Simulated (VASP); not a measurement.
```xyz
3
Lattice="0.0000 2.8734 2.8734 2.8734 0.0000 2.8734 2.8734 2.8734 0.0000" Properties=species:S:1:pos:R:3 pbc="T T T"
Sr     0.0000     0.0000     0.0000
F      1.4367     1.4367     1.4367
F      4.3102     4.3102     4.3102
```

Level of theory: PBE GGA, VASP's PBE PAW potentials (set 64) (plane waves; VASP). Run with 520 eV cut-off, 7×7×7 Γ-centred mesh, Gaussian smearing of 0.050 eV, potentials Sr_sv F.

Task: The job: SrF$_{2}$ (fluorite), 3 atoms, PBE, static run, 520 eV, 7×7×7 Γ-centred mesh. Roughly how much core time does it take on a busy server core?

Result: About 10 core-seconds (one run on a shared machine, a rough figure). It had 20 irreducible k-points, 16 bands, up to 1299 plane waves and 14 electronic steps.

The compound is SrF2 in the fluorite structure. This cell is one point of a volume scan, at 0.94 of the reference volume.
